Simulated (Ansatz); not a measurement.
BP under changes of volume

One of the cells (11.682 Å³/atom); the others are scaled copies at fixed shape and fractional positions:

```
P B
1.0
     0.00000    2.26900    2.26900
     2.26900    0.00000    2.26900
     2.26900    2.26900    0.00000
P B
1 1
Direct
  0.75000 0.75000 0.75000
  0.00000 0.00000 0.00000
```

```yaml
Program: Ansatz 0.2.0
Functional: r2SCAN0
Potentials_or_basis: Ansatz PAW
Cutoff: "500 eV (not typed: the program's choice for these potentials)"
k_mesh: 5 × 5 × 5
Occupations: fermi-dirac, width 0.05 eV
Spin: no spin polarisation
```

```csv
volume (Å³/atom),energy over the lowest point (meV/atom),pressure (GPa),gap on the mesh (eV)
10.981,16.68,10.0,2.69
11.214,?,?,?
11.448,0.00,1.7,2.74
11.682,0.17,-1.9,2.76
11.915,5.34,-5.2,2.79
12.149,15.05,-8.1,2.81
12.383,28.90,-10.8,2.83
```

Question: What does the run at 11.214 Å³/atom give?

Answer: Energy over the lowest point 5.32 meV/atom; pressure 5.7 GPa; gap on the mesh 2.71 eV.

Worked out: A Birch-Murnaghan fit of order 3 (a polynomial in V^(-2/3)) to the other rows has its minimum at 11.56 Å³/atom with B0 = V·E''(V) = 178 GPa and B' = 3.8. It gives 5.33 meV/atom at 11.214 Å³/atom, against the run's 5.32, and -dE/dV = 5.7 GPa, against 5.7. A straight line through the other rows of the gap, of slope 1.18 eV per unit of ln V, gives 2.71 eV, against the run's 2.71.

Energies are extrapolated to zero smearing.

Caveats: all runs use coarse meshes; odd divisions of the mesh miss points on the zone boundary, where band edges often lie, so the gap on the mesh can be too wide; the PAW data sets come from PBE, with cores solved anew for the run's functional, which leaves a small shift of forces and pressure; the thresholds are loose for stress.

A mesh can miss the band edges.
